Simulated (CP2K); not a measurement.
CsSnI3: equation of state with PBE

CsSnI3:

```
Cs I Sn
1.0
     6.20570    0.00000    0.00000
     0.00000    6.20570    0.00000
     0.00000    0.00000    6.20570
Cs I Sn
1 3 1
Direct
  0.00000 0.00000 0.00000
  0.50000 0.50000 0.00000
  0.50000 0.00000 0.50000
  0.00000 0.50000 0.50000
  0.50000 0.50000 0.50000
```

```json
{
  "Program": "CP2K 2026.2",
  "Task": "equation of state",
  "Functional": "PBE",
  "Potentials or basis": "POTENTIAL_UZH Cs GTH-PBE-q9, I GTH-PBE-q7, Sn GTH-PBE-q4; TZVP-MOLOPT-PBE-GTH basis",
  "Density cutoff": "6123 eV",
  "k mesh": "5 × 5 × 5",
  "Occupations": "fermi-dirac, width 0.05 eV",
  "Spin": "no spin polarisation"
}
```

```json
{
  "Equilibrium volume": "50.33 Å³/atom",
  "Bulk modulus": "15.1 GPa",
  "Pressure derivative of the bulk modulus": "4.6"
}
```

Energy against volume, from the lowest point:
```csv
volume (Å³/atom),energy (meV/atom)
44.929,33.63
45.885,21.87
46.841,12.93
47.797,6.52
48.753,2.37
49.709,0.27
50.665,0.00
```

All runs of the series together: 110 s on 3 threads of Intel(R) Xeon(R) Platinum 8488C (Sapphire Rapids), on a shared host.

Caveat: the cell was measured hot, at 500 K; the basis of atomic orbitals isn't converged, which shifts pressures, moduli and gaps. The run has no spin-orbit coupling, so splittings on Cs, I are missing.
